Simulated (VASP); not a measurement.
# Ge in VASP: relaxation of cell and atoms with PBE+D3(BJ)

Aim: the relaxation of cell and atoms of Ge with PBE+D3(BJ).

All numbers are computed with VASP 6.6.1; they aren't measurements. Logs are shortened: lines on timing, memory, paths and dates and some standing lists are left out, and cuts for length are marked.

**1. The structure**

The cell holds a sheet with vacuum, 2 atoms: a = 4.030 Å, b = 4.030 Å, c = 16.680 Å, α = 90.00°, β = 90.00°, γ = 120.00°.

The cell was built by a generator and needn't be a form met in nature.

**2. Relaxation of cell and atoms, PBE+D3(BJ)**

The input, INCAR:

```
SYSTEM = Ge
ALGO     = Fast           ! electronic algorithm
EDIFF    = 1E-7           ! SCF threshold, eV
EDIFFG   = -0.005         ! ionic threshold
ENCUT    = 600            ! plane-wave cutoff, eV
GGA      = PE             ! functional
IBRION   = 2              ! ionic algorithm
ISIF     = 3              ! what is computed and relaxed
ISMEAR   = 0              ! smearing method
IVDW     = 12             ! dispersion correction
KPAR     = 4            
LASPH    = .TRUE.         ! aspherical terms in the spheres
LATTICE_CONSTRAINTS= .TRUE. .TRUE. .FALSE.
LCHARG   = .FALSE.        ! write CHGCAR
LREAL    = .FALSE.        ! projectors in reciprocal space
LWAVE    = .FALSE.        ! write WAVECAR
NELM     = 120            ! most SCF steps
NSW      = 60             ! ionic steps
PREC     = Accurate       ! precision mode
SIGMA    = 0.03           ! smearing width, eV
```

The input, KPOINTS:

```
k-points
0
G
  12 12 1
  0 0 0
```

The input, POSCAR:

```
Ge
1.0
    4.0300000000      0.0000000000      0.0000000000
   -2.0150000000      3.4900823800      0.0000000000
    0.0000000000      0.0000000000     16.6800000000
Ge
2
Direct
    0.3333330000      0.6666670000      0.4796163100
    0.6666670000      0.3333330000      0.5203836900
```

Potentials or basis: VASP PAW PBE potentials, release 64 (Ge_d).

Started as:

```sh
$ cat potpaw_PBE.64/Ge_d/POTCAR > POTCAR
$ mpirun -np 4 vasp_std > vasp.out
```

OUTCAR:

```text
SYSTEM = Ge
   EDIFF = 1E-7
   EDIFFG = -0.005
   ENCUT = 600
   GGA = PE
   IBRION = 2
   ISIF = 3
   ISMEAR = 0
   IVDW = 12
   LASPH = .TRUE.
   LREAL = .FALSE.
   NELM = 120
   NSW = 60
   PREC = Accurate
 IVDW          = 12

 ion  position               nearest neighbor table
   1  0.333  0.667  0.480-   2 2.42   2 2.42   2 2.42
   2  0.667  0.333  0.520-   1 2.42   1 2.42   1 2.42

  LATTYP: Found a hexagonal cell.
 ALAT       =     4.0300000000
 C/A-ratio  =     4.1389578164

  Lattice vectors:

 A1 = (   4.0300000000,   0.0000000000,   0.0000000000)
 A2 = (  -2.0150000000,   3.4900823800,   0.0000000000)
 A3 = (   0.0000000000,   0.0000000000,  16.6800000000)

Analysis of symmetry for initial positions (statically):
=====================================================================
 Subroutine PRICEL returns:
 Original cell was already a primitive cell.

 Routine SETGRP: Setting up the symmetry group for a
 hexagonal supercell.

 Subroutine GETGRP returns: Found 12 space group operations
 (whereof 12 operations were pure point group operations)
 out of a pool of 24 trial point group operations.

The static configuration has the point symmetry D_3d.

Analysis of symmetry for dynamics (positions and initial velocities):
=====================================================================
 Subroutine PRICEL returns:
 Original cell was already a primitive cell.

 Routine SETGRP: Setting up the symmetry group for a
 hexagonal supercell.

 Subroutine GETGRP returns: Found 12 space group operations
 (whereof 12 operations were pure point group operations)
 out of a pool of 24 trial point group operations.

The dynamic configuration has the point symmetry D_3d.

 Subroutine INISYM returns: Found 12 space group operations
 (whereof 12 operations are pure point group operations),
 and found     1 'primitive' translations

----------------------------------------------------------------------------------------

                                     Primitive cell

  volume of cell :     234.6047

  direct lattice vectors                    reciprocal lattice vectors
     4.030000000  0.000000000  0.000000000     0.248138958  0.143263094  0.000000000
    -2.015000000  3.490082380  0.000000000     0.000000000  0.286526188  0.000000000
     0.000000000  0.000000000 16.680000000     0.000000000  0.000000000  0.059952038

  length of vectors
     4.030000000  4.030000002 16.680000000     0.286526188  0.286526188  0.059952038

  position of ions in fractional coordinates (direct lattice)
     0.333333000  0.666667000  0.479616310
     0.666667000  0.333333000  0.520383690

  ion indices of the primitive-cell ions
   primitive index   ion index
                 1           1
                 2           2

----------------------------------------------------------------------------------------

 KPOINTS: k-points

Automatic generation of k-mesh.
 Grid dimensions read from file:
 generate k-points for:   12   12    1

 Generating k-lattice:

  Cartesian coordinates                     Fractional coordinates (reciprocal lattice)
     0.020678246  0.011938591  0.000000000     0.083333333 -0.000000000  0.000000000
     0.000000000  0.023877182  0.000000000     0.000000000  0.083333333  0.000000000
     0.000000000  0.000000000  0.059952038     0.000000000  0.000000000  1.000000000

  Length of vectors
     0.023877182  0.023877182  0.059952038

  Shift w.r.t. Gamma in fractional coordinates (k-lattice)
     0.000000000  0.000000000  0.000000000

 Subroutine IBZKPT returns following result:
 ===========================================

 Found     19 irreducible k-points:

 Following reciprocal coordinates:
            Coordinates               Weight
  0.000000  0.000000  0.000000      1.000000
  0.083333 -0.000000  0.000000      6.000000
  0.166667 -0.000000  0.000000      6.000000
  0.250000  0.000000  0.000000      6.000000
  0.333333  0.000000  0.000000      6.000000
  0.416667 -0.000000  0.000000      6.000000
[... 11 lines left out ...]
  0.333333  0.250000  0.000000     12.000000
  0.333333  0.333333  0.000000      2.000000
   k-points           NKPTS =     19   k-points in BZ     NKDIM =     19   number of bands    NBANDS=     18
   number of dos      NEDOS =    301   number of ions     NIONS =      2
   total plane-waves  NPLWV = 143360
   dimension x,y,z NGX =    32 NGY =   32 NGZ =  140
   dimension x,y,z NGXF=    64 NGYF=   64 NGZF=  280
   ions per type =               2
   NGX,Y,Z   is equivalent  to a cutoff of  13.20, 13.20, 13.95 a.u.
   NGXF,Y,Z  is equivalent  to a cutoff of  26.40, 26.40, 27.91 a.u.
 SYSTEM =  Ge
   PREC   = accura    normal or accurate (medium, high low for compatibility)
   ISTART =      0    job   : 0-new  1-cont  2-samecut
   ICHARG =      2    charge: 1-file 2-atom 10-const
   ISPIN  =      1    spin polarized calculation?
   LNONCOLLINEAR =      F non collinear calculations
   LSORBIT =      F    spin-orbit coupling
   LASPH  =      T    aspherical Exc in radial PAW
   ENCUT  =  600.0 eV  44.10 Ry    6.64 a.u.   8.05  8.05 33.31*2*pi/ulx,y,z
   NELM   =    120;   NELMIN=  2; NELMDL= -5     # of ELM steps
   EDIFF  = 0.1E-06   stopping-criterion for ELM
   LREAL  =      F    real-space projection
   EDIFFG = -.5E-02   stopping-criterion for IOM
   NSW    =     60    number of steps for IOM
   IBRION =      2    ionic relax: 0-MD 1-quasi-New 2-CG
   NFREE  =      1    steps in history (QN), initial steepest desc. (CG)
   ISIF   =      3    stress and relaxation
   ISYM   =      2    0-nonsym 1-usesym 2-fastsym
   POTIM  = 0.5000    time-step for ionic-motion
   TEBEG  =    0.0;   TEEND  =   0.0 temperature during run
   PSTRESS=    0.0 pullay stress
   NELECT =      28.0000    total number of electrons
   NUPDOWN=      -1.0000    fix difference up-down
   EMIN   =  10.00;   EMAX   =-10.00  energy-range for DOS
   EFERMI =   0.00;   METHOD = LEGACY
   ISMEAR =     0;   SIGMA  =   0.03  broadening in eV -4-tet -1-fermi 0-gaus
   EFERMI_NEDOS =   21; number of points for ismear=-14 and -15
   IALGO  =     68    algorithm
   IMIX   =      4    mixing-type and parameters
     AMIX     =   0.40;   BMIX     =  1.00
     AMIX_MAG =   1.60;   BMIX_MAG =  1.00
  volume/ion in A,a.u.               =     117.30       791.60
  Fermi-wavevector in a.u.,A,eV,Ry     =   0.806025  1.523167  8.839386  0.649677
  Thomas-Fermi vector in A             =   1.914380
   LORBIT       =      0    0 simple, 1 ext, 2 COOP (PROOUT), +10 PAW based schemes
   GGA     = PE    functional components
   LHFCALC =     F    Hartree Fock is set to
   AEXX    =    0.0000 exact exchange contribution
   IVDW    =    12    specifies the selected vdW correction
   LEPSILON=     F    determine dielectric tensor
   LRPA    =     F    only Hartree local field effects (RPA)
 conjugate gradient relaxation of ions
 non-spin polarized calculation
 RMM-DIIS sequential band-by-band and
 Gauss-broadening in eV      SIGMA  =   0.03
  energy-cutoff  :      600.00
  volume of cell :      234.60
 maximum number of plane-waves:      7854
   NGX = 17   NGY = 17   NGZ = 67

--------------------------------------- Ionic step        1  -------------------------------------------

 number of electron      27.9999993 magnetization

 Free energy of the ion-electron system (eV)
  ---------------------------------------------------
  ext. energy  EPLUGINS =         0.00000000
  ---------------------------------------------------
  free energy    TOTEN  =        -8.07738003 eV

  energy without entropy =       -8.07690987  energy(sigma->0) =       -8.07714495

------------------------ aborting loop because EDIFF is reached ----------------------------------------

 Edisp (eV)   -0.30797

 E8    (eV) :    -0.1471

  FORCE on cell =-STRESS in cart. coord.  units (eV):
  Direction    XX          YY          ZZ          XY          YZ          ZX
  --------------------------------------------------------------------------------------
  -------------------------------------------------------------------------------------
  Total      -0.13108    -0.13108    -0.00079     0.00000    -0.00000    -0.00000
  in kB      -0.89519    -0.89519    -0.00541     0.00000    -0.00000    -0.00000
  external pressure =       -0.60 kB  Pullay stress =        0.00 kB

 VOLUME and BASIS-vectors are now :
 -----------------------------------------------------------------------------
  energy-cutoff  :      600.00
  volume of cell :      234.60
      direct lattice vectors                 reciprocal lattice vectors
     4.030000000  0.000000000  0.000000000     0.248138958  0.143263094  0.000000000
    -2.015000000  3.490082380  0.000000000     0.000000000  0.286526188  0.000000000
     0.000000000  0.000000000 16.680000000     0.000000000  0.000000000  0.059952038
[... 81 lines left out ...]
 POSITION                                       TOTAL-FORCE (eV/Angst)
 -----------------------------------------------------------------------------------
     -0.00000      2.32141      7.99970        -0.000000     -0.000000     -0.018923
      2.01040      1.16070      8.68030         0.000000      0.000000      0.018923
 -----------------------------------------------------------------------------------
    total drift:                                0.000000      0.000000      0.000000

  FREE ENERGIE OF THE ION-ELECTRON SYSTEM (eV)
  ---------------------------------------------------
  free  energy   TOTEN  =        -8.3856593363 eV

  energy  without entropy=       -8.3851891785  energy(sigma->0) =       -8.38542426

[... ionic steps 4 to 7 ...]

--------------------------------------- Ionic step        8  -------------------------------------------

 number of electron      27.9999990 magnetization

------------------------ aborting loop because EDIFF is reached ----------------------------------------

 Edisp (eV)   -0.30947

 E8    (eV) :    -0.1478

  FORCE on cell =-STRESS in cart. coord.  units (eV):
  Direction    XX          YY          ZZ          XY          YZ          ZX
  --------------------------------------------------------------------------------------
  -------------------------------------------------------------------------------------
  Total      -0.04681    -0.04681    -0.05058     0.00000    -0.00000    -0.00000
  in kB      -0.32125    -0.32125    -0.34708     0.00000    -0.00000    -0.00000
  external pressure =       -0.33 kB  Pullay stress =        0.00 kB
[... 50 lines left out ...]
 POSITION                                       TOTAL-FORCE (eV/Angst)
 -----------------------------------------------------------------------------------
     -0.00000      2.32124      7.99730        -0.000000     -0.000000     -0.001829
      2.01025      1.16062      8.68270         0.000000      0.000000      0.001829
 -----------------------------------------------------------------------------------
    total drift:                                0.000000      0.000000      0.000000

  FREE ENERGIE OF THE ION-ELECTRON SYSTEM (eV)
  ---------------------------------------------------
  free  energy   TOTEN  =        -8.3857030089 eV

  energy  without entropy=       -8.3852328510  energy(sigma->0) =       -8.38546793

--------------------------------------- Ionic step       10  -------------------------------------------

 number of electron      27.9999990 magnetization

 Free energy of the ion-electron system (eV)
  ---------------------------------------------------
  ext. energy  EPLUGINS =         0.00000000
  ---------------------------------------------------
  free energy    TOTEN  =        -8.07625364 eV

  energy without entropy =       -8.07578349  energy(sigma->0) =       -8.07601856

 E-fermi :  -2.6911     XC(G=0):  -2.7466

 val. band max:       -2.6910970099   @ k =   0.3333   0.3333   0.0000
 cond. band min:      -2.6910675774   @ k =   0.3333   0.3333   0.0000
 fundamental gap:      0.0000294325
 Fermi energy:        -2.6910822936

 k-point     1 :       0.0000    0.0000    0.0000
  band No.  band energies     occupation
      1     -27.1952      2.00000
      2     -27.1952      2.00000
      3     -27.1443      2.00000
      4     -27.1443      2.00000
      5     -27.1416      2.00000
      6     -27.0734      2.00000
[... 10 lines left out ...]
     17       1.2260      0.00000
     18       1.2261      0.00000
[... 402 lines left out ...]
 POSITION                                       TOTAL-FORCE (eV/Angst)
 -----------------------------------------------------------------------------------
     -0.00000      2.32122      7.99717         0.000000      0.000000      0.002254
      2.01023      1.16061      8.68283        -0.000000      0.000000     -0.002254
 -----------------------------------------------------------------------------------
    total drift:                                0.000000      0.000000      0.000000

  FREE ENERGIE OF THE ION-ELECTRON SYSTEM (eV)
  ---------------------------------------------------
  free  energy   TOTEN  =        -8.3857030820 eV

  energy  without entropy=       -8.3852329241  energy(sigma->0) =       -8.38546800

 reached required accuracy - stopping structural energy minimisation
```

It took 3.4 min on 4 MPI ranks of Intel Xeon Platinum 8488C (Sapphire Rapids), shared host; peak memory 0.45 GiB.

What came out:

```yaml
Free_energy: -8.3857 eV
Relaxed_volume: 116.75 Å³/atom
Relaxed_cell: a = 4.020 Å, b = 4.020 Å, c = 16.680 Å, α = 90.00°, β = 90.00°, γ = 120.00°
Space_group_after_relaxing_to_0.05_Å: P-3m1 (No. 164)
Energy_gained_by_relaxing: 0.2 meV/atom
Ionic_steps: 10
Band_gap_on_the_k_mesh: none (metal or under the smearing width)
Dispersion_energy_per_atom: -0.155 eV
```

Forces on the atoms (eV/Å):
```
Ge   0.000  0.000  0.002
Ge   0.000  0.000 -0.002
```

The path:
| step | energy change (eV) | largest force (eV/Å) | pressure (GPa) | volume (Å³) |
| --- | --- | --- | --- | --- |
| 1 | 0.0000 | 0.0086 | -0.06 | 234.60 |
| 2 | -0.0003 | 0.0215 | 0.03 | 233.12 |
| 3 | -0.0003 | 0.0189 | 0.01 | 233.53 |
| 4 | -0.0003 | 0.0182 | 0.00 | 233.61 |
| 5 | -0.0003 | 0.0171 | 0.00 | 233.57 |
| 6 | -0.0003 | 0.0105 | -0.01 | 233.55 |
| 7 | -0.0003 | 0.0048 | -0.01 | 233.53 |
| 8 | -0.0003 | 0.0081 | -0.03 | 233.48 |
| 9 | -0.0004 | 0.0018 | 0.01 | 233.50 |
| 10 | -0.0004 | 0.0023 | 0.00 | 233.50 |

Final structure:
```
CELL_PARAMETERS angstrom
4.02046 0.00000 0.00000
-2.01023 3.48182 0.00000
0.00000 0.00000 16.68000
ATOMIC_POSITIONS crystal
Ge 0.33333 0.66667 0.47945
Ge 0.66667 0.33333 0.52055
```

Levels at points of the mesh, in eV from the Fermi level:
```csv
k point,band 11,band 12,band 13,band 14,band 15,band 16,band 17,band 18
"(0.00, 0.00, 0.00)",-11.32,-3.53,-0.44,-0.44,0.60,2.30,3.92,3.92
"(0.50, 0.00, 0.00)",-9.26,-7.41,-1.99,-1.16,0.69,1.67,5.46,6.35
```
